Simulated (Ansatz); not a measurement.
The system is Cs.

```xyz
1
Lattice="-3.1285 3.1285 3.1285 3.1285 -3.1285 3.1285 3.1285 3.1285 -3.1285" Properties=species:S:1:pos:R:3 pbc="T T T"
Cs    0.0000    0.0000    0.0000
```

| Property | Result |
| --- | --- |
| Program | Ansatz 0.2.0 |
| Task | single point |
| Functional | PBE |
| Potentials or basis | Ansatz PAW |
| Cutoff | 420 eV (not typed: the program's choice for these potentials) |
| k mesh | 6 × 6 × 6 |
| Occupations | fermi-dirac, width 0.05 eV |
| Spin | no spin polarisation |

On this cell: pressure -0.1 GPa; band gap on the k mesh none (metal or under the smearing width).

The same run follows on a disturbed copy (cell strained at random at fixed volume):

```xyz
1
Lattice="-3.2699 3.2072 3.2746 3.1395 -3.0609 2.9979 3.1843 2.9753 -3.1284" Properties=species:S:1:pos:R:3 pbc="T T T"
Cs    0.0301   -0.0100    0.0076
```

Q: What changes?

A: The energy (extrapolated to zero smearing) moves by -0.8 meV/atom; pressure -0.1 GPa; band gap on the k mesh none (metal or under the smearing width).
